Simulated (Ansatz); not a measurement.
# PbS (R3m) in Ansatz: equation of state

Aim: energy against volume of PbS in PBEsol, for its equilibrium volume and stiffness.

Everything below comes from runs of Ansatz 0.2.0. Logs are shortened: lines on timing, memory, paths and dates and some standing lists are left out, and cuts for length are marked.

## (1) The crystal as given

It takes space group R3m (No. 160, trigonal). Conventional cell: a = 4.225 Å, b = 4.225 Å, c = 10.356 Å, α = 90.00°, β = 90.00°, γ = 120.00°. Pb (site symmetry 3m) has 6 S at 2.96 to 3.02 Å as nearest neighbours. S (site symmetry 3m) is surrounded by 6 Pb at 2.96 to 3.02 Å.

The cell is a database's computed one.

## (2) Single point, PBEsol, 25.08 Å³/atom (volume scaled by 0.94)

The input, input.yaml:

```yaml
crystal:
  lattice:
    - [2.0695340594, 1.1948460463, 3.3814492087]
    - [-2.0695340594, 1.1948460463, 3.3814492087]
    - [0.0, -2.3896920926, 3.3814492087]
  atoms:
    - { symbol: Pb, position: [0.98056578, 0.98056578, 0.98056578] }
    - { symbol: S, position: [0.47503555, 0.47503555, 0.47503555] }
hamiltonian:
  xc: pbesol
  pseudopotentials: { kind: paw }
kpoints:
  mp_grid: { grid: [8, 8, 8] }
scf:
  occupations: { method: fermi_dirac, width: 0.05 }
output:
  forces: true
  stress: true
  eigenvalues: true
```

Potentials or basis: Ansatz PAW.

Command:

```
$ ansatz run input.yaml --threads 2 --pin off --max-ram 5632MiB --backend cpu --events-out ev --progress --plain --runs-dir out
```

The log of the run:

```text
Warning: RAYON_NUM_THREADS=2 ignored (pool sized by the plan → 2); use --threads N
Engine: ansatz 0.2.0, aarch64-unknown-linux-gnu
Pseudopotentials: kind: paw
Pseudopotential: Pb, paw, valence charge 14, recommended cutoff 420 eV (normal), Pb.paw.azcp
Pseudopotential: S, paw, valence charge 6, recommended cutoff 420 eV (normal), S.paw.azcp
Functional definition: PBEsol
  exchange = pbesol_x
  correlation = pbesol_c
Crystal: 2 atoms, lattice volume = 50.169 Å³
Basis set: ecut = 420 eV, 941 PW (Γ), exchange–correlation on 60×60×60 points (8 copies of the dense FFT grid, shifted against one another)
Bands: 14, of which v1, the nominal top of the filled ones, is band 10 counted from 1 (9 counted from 0)
Symmetry: 6 space group operations
Space group: R3m (ITA 160), of the structure as read, at distance tolerance 3.7e-5 Å
k-points: 65 of 512 (time reversal used)
Non-local potential: Pb, projectors of the file, l = 0: 2, l = 1: 2, l = 2: 2, l = 3: 2
Non-local potential: S, projectors of the file, l = 0: 2, l = 1: 2, l = 2: 2
PAW form: soft (Blöchl's): semilocal exchange-correlation on the pseudo side does not see the compensation charge
PAW frozen core: Pb, regenerated for the run's functional, and the local potential with it (the file was generated under x = pbe(κ = 0.804, μ = 0.2195149727645171), c = pbe(β = 0.06672455060314922))
PAW frozen core: S, regenerated for the run's functional, and the local potential with it (the file was generated under x = pbe(κ = 0.804, μ = 0.2195149727645171), c = pbe(β = 0.06672455060314922))
PAW one-centre angular grid: Pb, 590 points (default); XC on 64 Gauss nodes
PAW one-centre angular grid: S, 110 points (default); XC on 64 Gauss nodes
Initial density: superposition of atomic densities (neutral atoms: chi_scale 0, normalization atom), corrected by the library's trained network
Initial wavefunctions: pseudopotential atomic-orbital guess
Functional: x = pbesol(κ = 0.804, μ = 0.12345679012345678), c = pbesol(β = 0.046)
SCF iter   1: F=—  HF=-12640.926317 eV  |F-HF|=—  |Δ(HF+E_count)|=         —  Δρ=4.50e-3  dr2=1.92e-2  ethr=1.77e-3  ⟨swp⟩=6.2  Hψ=5474  notcnv=0
preconditioner: auto → Kerker (q_TF=auto, 2.341 Å⁻¹)  [metal: Δε(μ)=0.105 eV  Ē_g=15.474 eV  σ=0.050 eV  W_gap=0.48  n_scr=14 (ndim 8)  ℏωp=23.4 eV  f_vac=0.000  D(μ)=0.10/eV (n_scr^D=0)]
SCF iter   2: F=—  HF=-12640.920302 eV  |F-HF|=—  |Δ(HF+E_count)|=   6.01e-3  Δρ=2.02e-3  dr2=3.71e-3  ethr=9.60e-5  ⟨swp⟩=1.7  Hψ=1559  notcnv=0
preconditioner: auto → none  [insulator: Δε(μ)=0.124 eV  Ē_g=15.477 eV  σ=0.050 eV  W_gap=0.55  n_scr=14 (ndim 8)  ℏωp=23.4 eV  f_vac=0.000  D(μ)=0.09/eV (n_scr^D=0)  ε∞_Penn≈3.3]
SCF iter   3: F=—  HF=-12640.919353 eV  |F-HF|=—  |Δ(HF+E_count)|=   9.49e-4  Δρ=4.65e-4  dr2=1.09e-4  ethr=1.85e-5  ⟨swp⟩=2.5  Hψ=1425  notcnv=0
SCF iter   4: F=—  HF=-12640.919309 eV  |F-HF|=—  |Δ(HF+E_count)|=   4.37e-5  Δρ=1.28e-4  dr2=8.18e-6  ethr=5.43e-7  ⟨swp⟩=2.0  Hψ=1497  notcnv=0
SCF iter   5: F=—  HF=-12640.919315 eV  |F-HF|=—  |Δ(HF+E_count)|=   5.84e-6  Δρ=3.86e-5  dr2=9.54e-7  ethr=4.09e-8  ⟨swp⟩=2.8  Hψ=1539  notcnv=0
SCF iter   6: F=-12640.919314 eV  HF=-12640.919314 eV  |F-HF|=8.81e-8  |Δ(HF+E_count)|=   3.83e-7  Δρ=1.31e-5  dr2=9.84e-8  ethr=5.00e-10  ⟨swp⟩=4.3  Hψ=4826  notcnv=0
SCF 1 converged in 6 iterations: F = -12640.919314 eV  dr2 = 9.84e-8
SCF converged after 6 iterations
Free energy (F): -12640.919314 eV
Harris-Foulkes:  -12640.919314 eV  (|F-HF|=8.81e-8)
Internal energy: -12640.918655 eV  (E = F + TS)
E sigma→0 (E₀):  -12640.918984 eV
Entropy (-TS):   -0.000660 eV (-0.330 meV/atom)
Fermi energy:    9.042767 eV
--- Per-component energies (eV) ---
  E_band       = -47.513257
  E_kinetic    = 394.396715
  E_local      = -1194.043670  (includes V_loc(G=0)·N_el)
  E_nonlocal   = 380.893621
  E_hartree    = 464.337955
  E_xc         = -316.005245
  E_vxc        = -221.045973  (∫ρ·V_xc dr)
  E_paw        = -10837.555052  (= ΣΔE_a)
  E_vpaw       = -336.402054  (= ΣTr[D̂ρ^β])
  E_aug_tail   = 0.000049  (compensation charges beyond the density's cutoff)
  E_ewald      = -1533.067094
  E_core_change = 0.124066  (= ΣΔE_core)
  E_smearing   = -0.000660  (= −TS)
  E_closure    = -0.000000  (closes the sum)
  Σ components = -12640.919314   (vs F -12640.919314, Δ=0.00e0)
--- Forces (eV/Å), atoms counted from 1 ---
  atom   1  Pb    -0.00000000    -0.00000000    -0.04011223
  atom   2  S      0.00000000     0.00000000     0.04008499
  max |Σ_I F_I| component: 2.72e-5 eV/Å
--- Stress (GPa, compression-positive) ---
        1.547446       0.000000       0.000000
        0.000000       1.547446       0.000000
        0.000000       0.000000       1.550943
  P = ⅓ Tr σ = 1.5486 GPa (15.486 kbar)
--- Band table (eV; the first three rows and the last of 65) ---
  k-point 0: bands = ["-7.8854", "-7.8851", "-7.8851", "-7.8749", "-7.8749", "-5.0317", "2.9670", "6.5668", "6.5668", "6.5706", "14.1752", "14.2096", "14.2096", "15.4558"]
  k-point 1: bands = ["-7.8850", "-7.8838", "-7.8838", "-7.8736", "-7.8736", "-4.8882", "2.4411", "6.6114", "6.6144", "6.9667", "12.8654", "13.3526", "13.3558", "15.4066"]
  k-point 2: bands = ["-7.8964", "-7.8956", "-7.8834", "-7.8560", "-7.8558", "-4.4867", "1.3527", "6.7382", "6.7415", "7.6993", "11.1924", "12.0705", "12.0721", "15.5948"]
  k-point 64: bands = ["-7.9141", "-7.9141", "-7.8835", "-7.8288", "-7.8288", "-3.6712", "-0.1797", "6.9937", "6.9937", "8.8920", "9.1941", "10.7457", "10.7457", "17.4620"]
```

It took 2.6 s on 2 threads of Arm Neoverse V1, shared host; peak memory 0.35 GiB.

What came out:

```yaml
Free_energy: -12640.9193 eV
Pressure: 1.5 GPa
Largest_force: 0.040 eV/Å
Band_gap_on_the_k_mesh: 0.14 eV, direct
```

Caveat: spin-orbit coupling is left out, which as a rule narrows the gap of such compounds by several tenths of an eV; the PAW data sets come from PBE, with cores solved anew for the run's functional, which leaves a small shift of forces and pressure.

## (3) Single point, PBEsol, 25.62 Å³/atom (volume scaled by 0.96)

Edit input.yaml of step 2 so:

```diff
@@ -2,5 +2,5 @@
   lattice:
-    - [2.0695340594, 1.1948460463, 3.3814492087]
-    - [-2.0695340594, 1.1948460463, 3.3814492087]
-    - [0.0, -2.3896920926, 3.3814492087]
+    - [2.0841087231, 1.2032607323, 3.4052630159]
+    - [-2.0841087231, 1.2032607323, 3.4052630159]
+    - [0.0, -2.4065214646, 3.4052630159]
   atoms:
```

Potentials or basis: Ansatz PAW.

Command:

```
$ ansatz run input.yaml --threads 2 --pin off --max-ram 5632MiB --backend cpu --events-out ev --progress --plain --runs-dir out
```

Run time: 3.3 s. Hardware: 2 threads of Arm Neoverse V1, shared host; peak memory 0.35 GiB.

It converged, with:

* Free energy: -12640.9252 eV
* Pressure: 0.2 GPa
* Largest force: 0.028 eV/Å
* Band gap on the k mesh: 0.21 eV, direct

Caveat: spin-orbit coupling is left out, which as a rule narrows the gap of such compounds by several tenths of an eV; the PAW data sets come from PBE, with cores solved anew for the run's functional, which leaves a small shift of forces and pressure.

## (4) Single point, PBEsol, 26.15 Å³/atom (volume scaled by 0.98)

Edit input.yaml of step 3 so:

```diff
@@ -2,5 +2,5 @@
   lattice:
-    - [2.0841087231, 1.2032607323, 3.4052630159]
-    - [-2.0841087231, 1.2032607323, 3.4052630159]
-    - [0.0, -2.4065214646, 3.4052630159]
+    - [2.0984823409, 1.2115593444, 3.4287483306]
+    - [-2.0984823409, 1.2115593444, 3.4287483306]
+    - [0.0, -2.4231186889, 3.4287483306]
   atoms:
```

Command:

```
$ ansatz run input.yaml --threads 2 --pin off --max-ram 5632MiB --backend cpu --events-out ev --progress --plain --runs-dir out
```

Wall time 2.9 s (2 threads of Arm Neoverse V1, shared host); peak memory 0.35 GiB.

The run converged. Its results:

```yaml
Free_energy: -12640.9227 eV
Pressure: -1.0 GPa
Largest_force: 0.017 eV/Å
Band_gap_on_the_k_mesh: 0.28 eV, direct
```

Caveat: spin-orbit coupling is left out, which as a rule narrows the gap of such compounds by several tenths of an eV; the PAW data sets come from PBE, with cores solved anew for the run's functional, which leaves a small shift of forces and pressure.

## (5) Single point, PBEsol, 26.69 Å³/atom

Edit input.yaml of step 4 so:

```diff
@@ -2,5 +2,5 @@
   lattice:
-    - [2.0984823409, 1.2115593444, 3.4287483306]
-    - [-2.0984823409, 1.2115593444, 3.4287483306]
-    - [0.0, -2.4231186889, 3.4287483306]
+    - [2.1126617058, 1.2197458045, 3.4519162518]
+    - [-2.1126617058, 1.2197458045, 3.4519162518]
+    - [0.0, -2.4394916091, 3.4519162518]
   atoms:
```

Command:

```
$ ansatz run input.yaml --threads 2 --pin off --max-ram 5632MiB --backend cpu --events-out ev --progress --plain --runs-dir out
```

Run time: 3.1 s. Hardware: 2 threads of Arm Neoverse V1, shared host; peak memory 0.36 GiB.

It converged, with:

```yaml
Free_energy: -12640.9126 eV
Pressure: -2.0 GPa
Largest_force: 0.007 eV/Å
Band_gap_on_the_k_mesh: 0.35 eV, direct
```

Caveat: spin-orbit coupling is left out, which as a rule narrows the gap of such compounds by several tenths of an eV; the PAW data sets come from PBE, with cores solved anew for the run's functional, which leaves a small shift of forces and pressure.

## (6) Single point, PBEsol, 27.22 Å³/atom (volume scaled by 1.02)

Edit input.yaml of step 5 so:

```diff
@@ -2,5 +2,5 @@
   lattice:
-    - [2.1126617058, 1.2197458045, 3.4519162518]
-    - [-2.1126617058, 1.2197458045, 3.4519162518]
-    - [0.0, -2.4394916091, 3.4519162518]
+    - [2.1266532507, 1.2278238267, 3.4747772906]
+    - [-2.1266532507, 1.2278238267, 3.4747772906]
+    - [0.0, -2.4556476535, 3.4747772906]
   atoms:
```

Potentials or basis: Ansatz PAW.

Command:

```
$ ansatz run input.yaml --threads 2 --pin off --max-ram 5632MiB --backend cpu --events-out ev --progress --plain --runs-dir out
```

It took 2.7 s on 2 threads of Arm Neoverse V1, shared host; peak memory 0.36 GiB.

It converged, with:

* Free energy: -12640.8958 eV
* Pressure: -3.0 GPa
* Largest force: 0.003 eV/Å
* Band gap on the k mesh: 0.41 eV, direct

Caveat: spin-orbit coupling is left out, which as a rule narrows the gap of such compounds by several tenths of an eV; the PAW data sets come from PBE, with cores solved anew for the run's functional, which leaves a small shift of forces and pressure.

## (7) Single point, PBEsol, 27.75 Å³/atom (volume scaled by 1.04)

Edit input.yaml of step 6 so:

```diff
@@ -2,5 +2,5 @@
   lattice:
-    - [2.1266532507, 1.2278238267, 3.4747772906]
-    - [-2.1266532507, 1.2278238267, 3.4747772906]
-    - [0.0, -2.4556476535, 3.4747772906]
+    - [2.1404630743, 1.2357969321, 3.4973414117]
+    - [-2.1404630743, 1.2357969321, 3.4973414117]
+    - [0.0, -2.4715938643, 3.4973414117]
   atoms:
```

Command:

```
$ ansatz run input.yaml --threads 2 --pin off --max-ram 5632MiB --backend cpu --events-out ev --progress --plain --runs-dir out
```

Wall time 3.4 s (2 threads of Arm Neoverse V1, shared host); peak memory 0.36 GiB.

Results (log left out):

```
Free energy            : -12640.8730 eV
Pressure               : -3.9 GPa
Largest force          : 0.013 eV/Å
Band gap on the k mesh : 0.47 eV, direct
```

Caveat: spin-orbit coupling is left out, which as a rule narrows the gap of such compounds by several tenths of an eV; the PAW data sets come from PBE, with cores solved anew for the run's functional, which leaves a small shift of forces and pressure.

## (8) Single point, PBEsol, 28.29 Å³/atom (volume scaled by 1.06)

Edit input.yaml of step 7 so:

```diff
@@ -2,5 +2,5 @@
   lattice:
-    - [2.1404630743, 1.2357969321, 3.4973414117]
-    - [-2.1404630743, 1.2357969321, 3.4973414117]
-    - [0.0, -2.4715938643, 3.4973414117]
+    - [2.1540969647, 1.2436684624, 3.5196180723]
+    - [-2.1540969647, 1.2436684624, 3.5196180723]
+    - [0.0, -2.4873369248, 3.5196180723]
   atoms:
```

Potentials or basis: Ansatz PAW.

Command:

```
$ ansatz run input.yaml --threads 2 --pin off --max-ram 5632MiB --backend cpu --events-out ev --progress --plain --runs-dir out
```

The log of the run:

```text
Warning: RAYON_NUM_THREADS=2 ignored (pool sized by the plan → 2); use --threads N
[... 7 set-up lines as earlier in the session ...]
Crystal: 2 atoms, lattice volume = 56.574 Å³
Basis set: ecut = 420 eV, 1067 PW (Γ), exchange–correlation on 60×60×60 points (8 copies of the dense FFT grid, shifted against one another)
Bands: 14, of which v1, the nominal top of the filled ones, is band 10 counted from 1 (9 counted from 0)
[... 1 set-up line as earlier in the session ...]
Space group: R3m (ITA 160), of the structure as read, at distance tolerance 3.8e-5 Å
k-points: 65 of 512 (time reversal used)
[... 10 set-up lines as earlier in the session ...]
SCF iter   1: F=—  HF=-12640.851137 eV  |F-HF|=—  |Δ(HF+E_count)|=         —  Δρ=3.83e-3  dr2=1.65e-2  ethr=1.77e-3  ⟨swp⟩=5.9  Hψ=5374  notcnv=0
preconditioner: auto → none  [insulator: Δε(μ)=0.469 eV  Ē_g=15.098 eV  σ=0.050 eV  W_gap=0.98  n_scr=14 (ndim 8)  ℏωp=22.1 eV  f_vac=0.004  D(μ)=0.01/eV (n_scr^D=0)  ε∞_Penn≈3.1]
SCF iter   2: F=—  HF=-12640.845569 eV  |F-HF|=—  |Δ(HF+E_count)|=   5.57e-3  Δρ=1.76e-3  dr2=3.65e-3  ethr=8.27e-5  ⟨swp⟩=1.4  Hψ=1488  notcnv=0
SCF iter   3: F=—  HF=-12640.844665 eV  |F-HF|=—  |Δ(HF+E_count)|=   9.04e-4  Δρ=2.87e-4  dr2=5.25e-5  ethr=1.83e-5  ⟨swp⟩=2.0  Hψ=1153  notcnv=0
SCF iter   4: F=—  HF=-12640.844670 eV  |F-HF|=—  |Δ(HF+E_count)|=   5.40e-6  Δρ=2.07e-4  dr2=3.58e-5  ethr=2.63e-7  ⟨swp⟩=2.0  Hψ=1560  notcnv=0
SCF iter   5: F=—  HF=-12640.844658 eV  |F-HF|=—  |Δ(HF+E_count)|=   1.26e-5  Δρ=6.30e-5  dr2=2.95e-6  ethr=1.79e-7  ⟨swp⟩=2.7  Hψ=1539  notcnv=0
SCF iter   6: F=—  HF=-12640.844657 eV  |F-HF|=—  |Δ(HF+E_count)|=   9.08e-7  Δρ=2.14e-5  dr2=2.91e-7  ethr=1.48e-8  ⟨swp⟩=2.0  Hψ=1560  notcnv=0
SCF iter   7: F=-12640.844657 eV  HF=-12640.844657 eV  |F-HF|=8.99e-9  |Δ(HF+E_count)|=   1.23e-7  Δρ=4.70e-6  dr2=1.42e-8  ethr=5.00e-10  ⟨swp⟩=5.4  Hψ=4238  notcnv=0
SCF 1 converged in 7 iterations: F = -12640.844657 eV  dr2 = 1.42e-8
SCF converged after 7 iterations
Free energy (F): -12640.844657 eV
Harris-Foulkes:  -12640.844657 eV  (|F-HF|=8.99e-9)
Internal energy: -12640.844612 eV  (E = F + TS)
E sigma→0 (E₀):  -12640.844634 eV
Entropy (-TS):   -0.000045 eV (-0.022 meV/atom)
Fermi energy:    7.279082 eV
--- Per-component energies (eV) ---
  E_band       = -76.925430
  E_kinetic    = 390.769056
  E_local      = -1282.230439  (includes V_loc(G=0)·N_el)
  E_nonlocal   = 380.631684
  E_hartree    = 494.368332
  E_xc         = -314.378882
  E_vxc        = -218.890184  (∫ρ·V_xc dr)
  E_paw        = -10837.244657  (= ΣΔE_a)
  E_vpaw       = -335.938179  (= ΣTr[D̂ρ^β])
  E_aug_tail   = 0.000049  (compensation charges beyond the density's cutoff)
  E_ewald      = -1472.883820
  E_core_change = 0.124066  (= ΣΔE_core)
  E_smearing   = -0.000045  (= −TS)
  E_closure    = 0.000000  (closes the sum)
  Σ components = -12640.844657   (vs F -12640.844657, Δ=0.00e0)
--- Forces (eV/Å), atoms counted from 1 ---
  atom   1  Pb    -0.00000000    -0.00000000     0.02166057
  atom   2  S      0.00000000     0.00000000    -0.02166227
  max |Σ_I F_I| component: 1.70e-6 eV/Å
--- Stress (GPa, compression-positive) ---
       -4.636273       0.000000      -0.000000
        0.000000      -4.636273       0.000000
       -0.000000       0.000000      -4.608068
  P = ⅓ Tr σ = -4.6269 GPa (-46.269 kbar)
--- Band table (eV; the first three rows and the last of 65) ---
  k-point 0: bands = ["-9.5536", "-9.5532", "-9.5532", "-9.5393", "-9.5393", "-5.8212", "0.9020", "5.3001", "5.3001", "5.3041", "11.9885", "12.0099", "12.0099", "13.8971"]
  k-point 1: bands = ["-9.5527", "-9.5511", "-9.5508", "-9.5400", "-9.5399", "-5.7031", "0.5625", "5.3350", "5.3380", "5.5395", "10.9036", "11.3575", "11.3579", "13.7554"]
  k-point 2: bands = ["-9.5544", "-9.5540", "-9.5511", "-9.5325", "-9.5322", "-5.3780", "-0.2118", "5.4349", "5.4381", "6.0466", "9.3790", "10.2829", "10.2853", "13.8835"]
  k-point 64: bands = ["-9.5637", "-9.5637", "-9.5500", "-9.5162", "-9.5162", "-4.7537", "-1.3498", "5.6363", "5.6363", "6.9885", "7.5692", "9.1453", "9.1453", "15.4594"]
```

Wall time 2.8 s (2 threads of Arm Neoverse V1, shared host); peak memory 0.36 GiB.

Results:

```
Free energy            : -12640.8447 eV
Pressure               : -4.6 GPa
Largest force          : 0.022 eV/Å
Band gap on the k mesh : 0.53 eV, direct
```

Caveat: spin-orbit coupling is left out, which as a rule narrows the gap of such compounds by several tenths of an eV; the PAW data sets come from PBE, with cores solved anew for the run's functional, which leaves a small shift of forces and pressure.

## (9) Equation of state, PBEsol

Potentials or basis: Ansatz PAW.

This step only gathers the single runs of the series.

What came out:

| Quantity | Value |
| --- | --- |
| Equilibrium volume | 25.72 Å³/atom |
| Bulk modulus at fixed shape and positions | 59 GPa |
| Pressure derivative of the bulk modulus | 4.2 |

Energy against volume, from the lowest point:
| volume (Å³/atom) | energy (meV/atom) |
| --- | --- |
| 25.085 | 2.92 |
| 25.618 | 0.00 |
| 26.152 | 1.25 |
| 26.686 | 6.26 |
| 27.220 | 14.67 |
| 27.753 | 26.10 |
| 28.287 | 40.25 |

Caveat: the cell was scaled at fixed shape and fractional positions, which overstates the stiffness of a crystal with free parameters, most of all of layers and chains. Spin-orbit coupling is left out, which matters for the levels of Pb.
